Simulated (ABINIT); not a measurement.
Crystal: TiTe.

```
Ti Te
1.0
     3.63109    0.00000    0.00000
     0.00000    3.63109    0.00000
     0.00000    0.00000    3.63109
Ti Te
1 1
Direct
  0.00000 0.00000 0.00000
  0.50000 0.50000 0.50000
```

The cell comes from a database or a generator and needn't be the stable form of this composition.

Base run:

* Program: ABINIT 10.8.3 (patched build)
* Functional: LDA
* Potentials or basis: JTH PAW LDA v2.0
* Cutoff: 408 eV
* k mesh: 5 × 5 × 5
* Occupations: gaussian, width 0.05 eV
* Spin: collinear spin, ferromagnetic start
* Starting moments: [2.0, 0.0] μB
* Fixed moment: 0 μB
* Hubbard terms: Ti d U = 6 eV

Its results: pressure -12.3 GPa.

**Question.** The run is repeated on the same cell with these changes: spin from collinear spin, ferromagnetic start to collinear spin; fixed moment from 0 μB to 1 μB. What comes out?

**Answer.** Pressure -8.2 GPa; site moments Ti +1.08; Te -0.18 μB.

Caveats: the total moment is fixed, so each spin has its own Fermi level; the U is typed as a test and isn't derived for this compound; the moment is held away from its start (some runs); the highest band is partly filled, so the run has too few bands (some runs).
